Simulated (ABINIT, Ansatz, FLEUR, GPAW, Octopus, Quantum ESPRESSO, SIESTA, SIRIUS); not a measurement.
# Ge: programs and potentials compared

```
Ge
1.0
     1.48805   -2.59469    0.00000
     1.48805    2.59469    0.00000
     0.00000    0.00000    4.72760
Ge
2
Direct
  0.32710 0.67936 0.25322
  0.67910 0.33589 0.74526
```

This isn't the form of Ge at room conditions, which is diamond.

Atoms were shifted at random by some hundredths of an Å from the given cell, which wasn't relaxed again for these runs.

Alike in all runs: task single point; functional PBEsol; k mesh 10 × 10 × 6; occupations fermi-dirac, width 0.05 eV; no spin polarisation; no spin-orbit coupling. A missing gap at this level doesn't show that the real crystal is a metal. Pressure is positive in compression and, in plane waves, holds the error of the finite cutoff.

| program and potentials | plane-wave cutoff (eV) | notes | band gap (eV) | pressure (GPa) | energy over the undisturbed cell (meV/atom) |
| --- | --- | --- | --- | --- | --- |
| Octopus, pseudodojo_pbesol (PseudoDojo 0.4, PBEsol) | - | 14 valence electrons an atom on average | no gap | - | 0.00 |
| Quantum ESPRESSO, GBRV 1.5 PBEsol | 612 | 14 valence electrons an atom on average | no gap | 0.27 | -0.05 |
| FLEUR, all-electron, FLAPW | - | - | no gap | - | -0.04 |
| SIESTA, files PseudoDojo sr-pbesol-0.4.1-standard, DZP (energy shift 0.003 Ry; two zetas on semicore shells) | - | atomic basis; 14 valence electrons an atom on average | no gap | 1.92 | 0.10 |
| GPAW, PAW data sets generated for this functional | 600 | 4 valence electrons an atom on average | no gap | 0.23 | -0.03 |
| ABINIT, PseudoDojo NC SR PBEsol v0.4.1 standard | 1061 | 14 valence electrons an atom on average | no gap | 0.57 | - |
| SIRIUS, PseudoDojo 0.4.1 PBEsol standard (scalar relativistic) | 1078 | 14 valence electrons an atom on average | no gap | 0.60 | - |
| Ansatz, all-electron LAPW, scalar-relativistic | - | - | no gap | 0.59 | - |

Force on atom 1 (Ge), eV/Å:

```
                                                                                      program and potentials       x       y       z
                                                         Octopus, pseudodojo_pbesol (PseudoDojo 0.4, PBEsol)  -0.001  -0.012  -0.023
                                                                           Quantum ESPRESSO, GBRV 1.5 PBEsol   0.000  -0.011  -0.020
                                                                                  FLEUR, all-electron, FLAPW   0.000  -0.011  -0.021
SIESTA, files PseudoDojo sr-pbesol-0.4.1-standard, DZP (energy shift 0.003 Ry; two zetas on semicore shells)   0.003  -0.011  -0.046
                                                           GPAW, PAW data sets generated for this functional   0.000  -0.012  -0.021
                                                             ABINIT, PseudoDojo NC SR PBEsol v0.4.1 standard   0.000  -0.011  -0.023
                                              SIRIUS, PseudoDojo 0.4.1 PBEsol standard (scalar relativistic)   0.000  -0.011  -0.023
                                                              Ansatz, all-electron LAPW, scalar-relativistic   0.000  -0.011  -0.020
```

None finds a gap. The pressure spans 0.23 (GPAW, PAW data sets generated for this functional) to 1.92 GPa (SIESTA, files PseudoDojo sr-pbesol-0.4.1-standard, DZP (energy shift 0.003 Ry; two zetas on semicore shells)), with all-electron results at 0.59. Rows in atomic bases carry the error of their basis and grid, which can be large.

The functional is the same throughout but for its coding, so the spread measures potentials, basis and numerics; runs on potential files found faulty are left out.
